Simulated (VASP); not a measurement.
# Al31Cu (a cell with a defect) in VASP: further runs, part 2 of 2

VASP 6.6.1.

## Step 3: Relaxation of the atoms, LDA

The input, INCAR:

```
SYSTEM = Al31Cu
PREC = Accurate
ENCUT = 400
EDIFF = 1E-6
ISMEAR = -1
SIGMA = 0.05
LREAL = .FALSE.
LASPH = .TRUE.
NELM = 80
ALGO = Fast
ISIF = 2
LWAVE = .FALSE.
LCHARG = .FALSE.
GGA = CA
IBRION = 2
NSW = 40
EDIFFG = -0.02
```

The input, KPOINTS:

```
regular mesh
0
G
  6 6 6
  0 0 0
```

The input, POSCAR:

```
Al31Cu
1.0
    8.0800000000      0.0000000000      0.0000000000
    0.0000000000      8.0800000000      0.0000000000
    0.0000000000      0.0000000000      8.0800000000
Cu Al
1 31
Direct
    0.0000000000      0.0000000000      0.0000000000
    0.0000000000      0.0000000000      0.5000000000
    0.0000000000      0.5000000000      0.0000000000
    0.0000000000      0.5000000000      0.5000000000
    0.5000000000      0.0000000000      0.0000000000
    0.5000000000      0.0000000000      0.5000000000
    0.5000000000      0.5000000000      0.0000000000
    0.5000000000      0.5000000000      0.5000000000
    0.0000000000      0.2500000000      0.2500000000
    0.0000000000      0.2500000000      0.7500000000
    0.0000000000      0.7500000000      0.2500000000
    0.0000000000      0.7500000000      0.7500000000
    0.5000000000      0.2500000000      0.2500000000
    0.5000000000      0.2500000000      0.7500000000
    0.5000000000      0.7500000000      0.2500000000
    0.5000000000      0.7500000000      0.7500000000
    0.2500000000      0.0000000000      0.2500000000
    0.2500000000      0.0000000000      0.7500000000
    0.2500000000      0.5000000000      0.2500000000
    0.2500000000      0.5000000000      0.7500000000
    0.7500000000      0.0000000000      0.2500000000
    0.7500000000      0.0000000000      0.7500000000
    0.7500000000      0.5000000000      0.2500000000
    0.7500000000      0.5000000000      0.7500000000
    0.2500000000      0.2500000000      0.0000000000
    0.2500000000      0.2500000000      0.5000000000
    0.2500000000      0.7500000000      0.0000000000
    0.2500000000      0.7500000000      0.5000000000
    0.7500000000      0.2500000000      0.0000000000
    0.7500000000      0.2500000000      0.5000000000
    0.7500000000      0.7500000000      0.0000000000
    0.7500000000      0.7500000000      0.5000000000
```

Potentials or basis: VASP PAW LDA potentials, release 64 (Cu, Al).

Started as:

```console
$ cat potpaw_LDA.64/Cu/POTCAR potpaw_LDA.64/Al/POTCAR > POTCAR
$ mpirun -np 1 vasp_std > vasp.out
```

It took 26 min on 1 thread of Intel Xeon 6975P-C (Granite Rapids), shared host; peak memory 0.54 GiB.

The run converged. Its results:

```yaml
Free_energy: -134.3404 eV
Energy_gained_by_relaxing: 2.1 meV/atom
Ionic_steps: 6
Pressure_after_relaxing: -4.1 GPa
Band_gap_on_the_k_mesh: none (metal or under the smearing width)
```

Step by step:
```csv
step,energy change (eV),largest force (eV/Å),pressure (GPa)
1,0.0000,0.2401,-4.13
2,-0.0292,0.1782,-4.13
3,-0.0640,0.0401,-4.11
4,-0.0642,0.0420,-4.13
5,-0.0655,0.0250,-4.11
6,-0.0662,0.0010,-4.12
```

Final structure:
```yaml
crystal:
  lattice:
    - [8.08000, 0.00000, 0.00000]
    - [0.00000, 8.08000, 0.00000]
    - [0.00000, 0.00000, 8.08000]
  atoms:
    - { symbol: Cu, position: [0.00000, 0.00000, 0.00000] }
    - { symbol: Al, position: [0.00000, 0.00000, 0.50000] }
    - { symbol: Al, position: [0.00000, 0.50000, 0.00000] }
    - { symbol: Al, position: [0.00000, 0.50000, 0.50000] }
    - { symbol: Al, position: [0.50000, 0.00000, 0.00000] }
    - { symbol: Al, position: [0.50000, 0.00000, 0.50000] }
    - { symbol: Al, position: [0.50000, 0.50000, 0.00000] }
    - { symbol: Al, position: [0.50000, 0.50000, 0.50000] }
    - { symbol: Al, position: [0.00000, 0.24606, 0.24606] }
    - { symbol: Al, position: [0.00000, 0.24606, 0.75394] }
    - { symbol: Al, position: [0.00000, 0.75394, 0.24606] }
    - { symbol: Al, position: [0.00000, 0.75394, 0.75394] }
    - { symbol: Al, position: [0.50000, 0.24916, 0.24916] }
    - { symbol: Al, position: [0.50000, 0.24916, 0.75084] }
    - { symbol: Al, position: [0.50000, 0.75084, 0.24916] }
    - { symbol: Al, position: [0.50000, 0.75084, 0.75084] }
    - { symbol: Al, position: [0.24606, 0.00000, 0.24606] }
    - { symbol: Al, position: [0.24606, 0.00000, 0.75394] }
    - { symbol: Al, position: [0.24916, 0.50000, 0.24916] }
    - { symbol: Al, position: [0.24916, 0.50000, 0.75084] }
    - { symbol: Al, position: [0.75394, 0.00000, 0.24606] }
    - { symbol: Al, position: [0.75394, 0.00000, 0.75394] }
    - { symbol: Al, position: [0.75084, 0.50000, 0.24916] }
    - { symbol: Al, position: [0.75084, 0.50000, 0.75084] }
    - { symbol: Al, position: [0.24606, 0.24606, 0.00000] }
    - { symbol: Al, position: [0.24916, 0.24916, 0.50000] }
    - { symbol: Al, position: [0.24606, 0.75394, 0.00000] }
    - { symbol: Al, position: [0.24916, 0.75084, 0.50000] }
    - { symbol: Al, position: [0.75394, 0.24606, 0.00000] }
    - { symbol: Al, position: [0.75084, 0.24916, 0.50000] }
    - { symbol: Al, position: [0.75394, 0.75394, 0.00000] }
    - { symbol: Al, position: [0.75084, 0.75084, 0.50000] }
```

Levels at points of the mesh, in eV from the Fermi level:
```tsv
k point	band 50	band 51	band 52	band 53	band 54	band 55
(0.00, 0.00, 0.00)	-0.60	0.30	0.30	0.30	0.31	0.51
(0.50, 0.00, 0.00)	-0.32	-0.30	-0.23	-0.20	-0.20	-0.10
(0.50, 0.50, 0.00)	-0.42	-0.42	-0.34	0.02	0.77	0.91
(0.50, 0.50, 0.50)	-0.68	-0.68	-0.68	-0.63	-0.63	-0.46
```

## Step 4: Relaxation of the atoms, PBE

The input, INCAR:

```
SYSTEM = Al31Cu
PREC = Accurate
ENCUT = 400
EDIFF = 1E-7
ISMEAR = -1
SIGMA = 0.05
LREAL = .False.
LASPH = .True.
NELM = 60
ALGO = Normal
ISIF = 2
LWAVE = .False.
LCHARG = .False.
GGA = PE
IBRION = 2
NSW = 40
EDIFFG = -0.01
```

The input, KPOINTS:

```
Automatic mesh
0
Gamma
  6 6 6
  0 0 0
```

POSCAR is that of step 3.

Potentials or basis: VASP PAW PBE potentials, release 64 (Cu, Al).

Started as:

```console
$ cat potpaw_PBE.64/Cu/POTCAR potpaw_PBE.64/Al/POTCAR > POTCAR
$ mpirun -np 1 vasp_std > vasp.out
```

It took 76 min on 1 thread of Intel Xeon Platinum 8488C (Sapphire Rapids), shared host; peak memory 0.66 GiB.

The run converged. Its results:

```yaml
Free_energy: -119.9454 eV
Energy_gained_by_relaxing: 1.3 meV/atom
Ionic_steps: 6
Pressure_after_relaxing: -0.8 GPa
Band_gap_on_the_k_mesh: none (metal or under the smearing width)
```

Step by step:
```
step  energy change (eV)  largest force (eV/Å)  pressure (GPa)
   1              0.0000                0.2030           -0.78
   2             -0.0205                0.1440           -0.84
   3             -0.0412                0.0365           -0.83
   4             -0.0412                0.0360           -0.83
   5             -0.0421                0.0204           -0.83
   6             -0.0425                0.0001           -0.83
```

Final structure:
```yaml
crystal:
  lattice:
    - [8.08000, 0.00000, 0.00000]
    - [0.00000, 8.08000, 0.00000]
    - [0.00000, 0.00000, 8.08000]
  atoms:
    - { symbol: Cu, position: [0.00000, 0.00000, 0.00000] }
    - { symbol: Al, position: [0.00000, 0.00000, 0.50000] }
    - { symbol: Al, position: [0.00000, 0.50000, 0.00000] }
    - { symbol: Al, position: [0.00000, 0.50000, 0.50000] }
    - { symbol: Al, position: [0.50000, 0.00000, 0.00000] }
    - { symbol: Al, position: [0.50000, 0.00000, 0.50000] }
    - { symbol: Al, position: [0.50000, 0.50000, 0.00000] }
    - { symbol: Al, position: [0.50000, 0.50000, 0.50000] }
    - { symbol: Al, position: [0.00000, 0.24701, 0.24701] }
    - { symbol: Al, position: [0.00000, 0.24701, 0.75299] }
    - { symbol: Al, position: [0.00000, 0.75299, 0.24701] }
    - { symbol: Al, position: [0.00000, 0.75299, 0.75299] }
    - { symbol: Al, position: [0.50000, 0.24931, 0.24931] }
    - { symbol: Al, position: [0.50000, 0.24931, 0.75069] }
    - { symbol: Al, position: [0.50000, 0.75069, 0.24931] }
    - { symbol: Al, position: [0.50000, 0.75069, 0.75069] }
    - { symbol: Al, position: [0.24701, 0.00000, 0.24701] }
    - { symbol: Al, position: [0.24701, 0.00000, 0.75299] }
    - { symbol: Al, position: [0.24931, 0.50000, 0.24931] }
    - { symbol: Al, position: [0.24931, 0.50000, 0.75069] }
    - { symbol: Al, position: [0.75299, 0.00000, 0.24701] }
    - { symbol: Al, position: [0.75299, 0.00000, 0.75299] }
    - { symbol: Al, position: [0.75069, 0.50000, 0.24931] }
    - { symbol: Al, position: [0.75069, 0.50000, 0.75069] }
    - { symbol: Al, position: [0.24701, 0.24701, 0.00000] }
    - { symbol: Al, position: [0.24931, 0.24931, 0.50000] }
    - { symbol: Al, position: [0.24701, 0.75299, 0.00000] }
    - { symbol: Al, position: [0.24931, 0.75069, 0.50000] }
    - { symbol: Al, position: [0.75299, 0.24701, 0.00000] }
    - { symbol: Al, position: [0.75069, 0.24931, 0.50000] }
    - { symbol: Al, position: [0.75299, 0.75299, 0.00000] }
    - { symbol: Al, position: [0.75069, 0.75069, 0.50000] }
```

Levels at points of the mesh, in eV from the Fermi level:
```
           k point  band 48  band 49  band 50  band 51  band 52  band 53  band 54  band 55  band 56  band 57
(0.00, 0.00, 0.00)    -0.61    -0.61    -0.61     0.24     0.26     0.26     0.26     0.49     0.49     1.13
(0.50, 0.00, 0.00)    -0.82    -0.69    -0.34    -0.32    -0.27    -0.22    -0.22    -0.10    -0.10     0.13
(0.50, 0.50, 0.00)    -1.17    -1.17    -0.38    -0.38    -0.30     0.08     0.79     0.90     0.97     0.97
(0.50, 0.50, 0.50)    -0.71    -0.71    -0.70    -0.70    -0.70    -0.64    -0.64    -0.44    -0.44    -0.44
```

## Step 5: Overview

```csv
level,potentials or basis,gap on the mesh (eV),pressure (GPa)
PBEsol,"VASP PAW PBE potentials, release 64 (Cu, Al)",none,-2.4
LDA,"VASP PAW LDA potentials, release 64 (Cu, Al)",none,-4.1
PBE,"VASP PAW PBE potentials, release 64 (Cu, Al)",none,-0.8
```

Alike in all rows: task relaxation of the atoms; no spin polarisation; cell atoms relaxed; k mesh 6 × 6 × 6; cutoff (eV) 400; smearing fermi-dirac 0.05 eV.

Caveats: the PAW data sets were made with another functional, which shifts forces and pressure a little (some runs).

Total energies depend on the potentials used, so only differences within one code and one set of settings carry meaning.
